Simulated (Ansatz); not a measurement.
Smearing, entropy and the zero-width energy in Hf$_{2}$N

These are results of DFT PBEsol, scalar-relativistic, plane waves, PAW (Ansatz), not measurements.

```yaml
crystal:
  lattice:
    - [5.31312, 0.00000, 0.00000]
    - [0.00000, 5.31312, 0.00000]
    - [0.00000, 0.00000, 3.24210]
  atoms:
    - { symbol: Hf, position: [0.29554, 0.29554, 0.00000] }
    - { symbol: Hf, position: [0.70446, 0.70446, 0.00000] }
    - { symbol: Hf, position: [0.79554, 0.20446, 0.50000] }
    - { symbol: Hf, position: [0.20446, 0.79554, 0.50000] }
    - { symbol: N, position: [0.00000, 0.00000, 0.00000] }
    - { symbol: N, position: [0.50000, 0.50000, 0.50000] }
```

```
plane-wave cutoff : 420 eV
Γ-centred k-mesh  : 8×8×12
spin treatment    : unpolarised
```

The same metal under several smearings of width σ, on one mesh. F is the free energy, TS the smearing's entropy term for the cell of 6 atoms, and E = F + TS. Gaussian occupations are ½ erfc[(ε − μ)/σ], and N counts both spins. Spin–orbit coupling is left out, which shifts the bands of heavy elements.

| rule | σ (eV) | F − F(narrowest) (meV/atom) | TS (meV/cell) |
| --- | --- | --- | --- |
| Fermi–Dirac | 0.01 | -0.023 | 0.724 |
| Fermi–Dirac | 0.05 | -1.676 | 20.478 |
| Fermi–Dirac | 0.1 | -6.713 | 80.483 |
| Gaussian | 0.02 | 0.000 | 0.422 |
| Gaussian | 0.05 | -0.200 | 3.086 |
| Gaussian | 0.1 | -1.007 | 12.834 |
| Gaussian | 0.3 | -9.138 | 109.032 |

Q: For a density of states N (both spins) that is flat over the smeared range, TS = Nσ²/2 (Gaussian) and (π²/3)Nσ² (Fermi–Dirac). What N does each run give?

A:
```
       rule  σ (eV) N (states/eV a cell)
Fermi–Dirac    0.01                  2.20
Fermi–Dirac    0.05                  2.49
Fermi–Dirac     0.1                  2.45
   Gaussian    0.02                  2.11
   Gaussian    0.05                  2.47
   Gaussian     0.1                  2.57
   Gaussian     0.3                  2.42
```

Equal entropy needs σ_Gauss = π√(2/3) σ_FD = 2.57 σ_FD, so a Fermi–Dirac width acts like a Gaussian one 2.57 times as large. At moderate widths N lies between 2.42 and 2.57, nearly constant, so the density of states is smooth near the Fermi level and the mesh resolves it. At the narrowest widths only the few mesh levels within σ of μ count, so N can scatter there.

Q: To second order F = E0 − TS/2 and E = E0 + TS/2. How well does E0 = (E + F)/2 undo the smearing?

A:
```tsv
rule	σ (eV)	F − E0(narrowest) (meV/atom)	(E + F)/2 − E0(narrowest) (meV/atom)
Fermi–Dirac	0.01	-0.06	0.00
Fermi–Dirac	0.05	-1.71	0.00
Fermi–Dirac	0.1	-6.75	-0.04
Gaussian	0.02	-0.04	0.00
Gaussian	0.05	-0.24	0.02
Gaussian	0.1	-1.04	0.03
Gaussian	0.3	-9.17	-0.09
```

At Gaussian 0.3 eV the free energy is off by -9.17 meV/atom and the mean by -0.09. What remains is of order σ⁴ plus the mesh error of the narrowest run, which is no exact reference. Forces and stress are derivatives of F, not of E0, so they keep the σ² error.

The smearing energies describe an ordinary metal with a finite, fairly even density of states around the Fermi level. Broadening affects only states within about σ of that level, and each contributes an energy of order σ, hence the nearly quadratic growth of the entropy term under both rules. In a metal-rich nitride, nitrogen 2p states are largely filled and lie deeper, while the electrons hafnium retains occupy its 5d bands. These broad, metal–metal bonding bands probably supply most of the states at the Fermi level.

The small remainder in the mean energy changes sign along the Gaussian series, from 0.03 to -0.09 meV/atom, which a single fourth-order term cannot do. This suggests that higher orders, reflecting structure in the density of states further from the Fermi level, or residual mesh error also contribute. The fitted N would give a bare-band estimate of the electronic specific heat, but not the electron–phonon enhancement contained in a measured one.
